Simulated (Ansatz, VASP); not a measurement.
**C in VASP and in Ansatz**

```
C
1.0
     2.46473    0.00000    0.00000
    -1.23236    2.13452    0.00000
     0.00000    0.00000    3.57450
C
2
Direct
  0.33333 0.66667 0.00000
  0.66667 0.33333 0.00000
```

This is a stacking variant of graphite.

Alike in both runs: functional PBE; dispersion D3(BJ); k mesh 21 × 21 × 12; occupations gaussian, width 0.1 eV; no spin polarisation.

Ansatz relaxed the structure, and its values are those at the end. VASP's run is a single point on that final structure, the one shown.

|  | VASP | Ansatz |
| --- | --- | --- |
| version | VASP 6.6.1 | Ansatz 0.2.0 |
| potentials or method | VASP PAW PBE potentials, release 64 (C) | scalar-relativistic, plane waves, PAW |
| plane-wave cutoff (eV) | 520 | 420 |
| valence electrons in the cell | 8 | 8 |

VASP gave:

| Item | Value |
| --- | --- |
| gap on the k mesh at the Fermi level (eV) | none |
| pressure (GPa) | 0.4 |

**Question.** Which values does Ansatz return?

**Answer.** gap on the k mesh at the Fermi level (eV): none; pressure (GPa): 0.0.

A gap of «none» marks a metal or a gap that the smearing closes. The functional is the same, so the differences come from potentials, cutoffs and numerics.
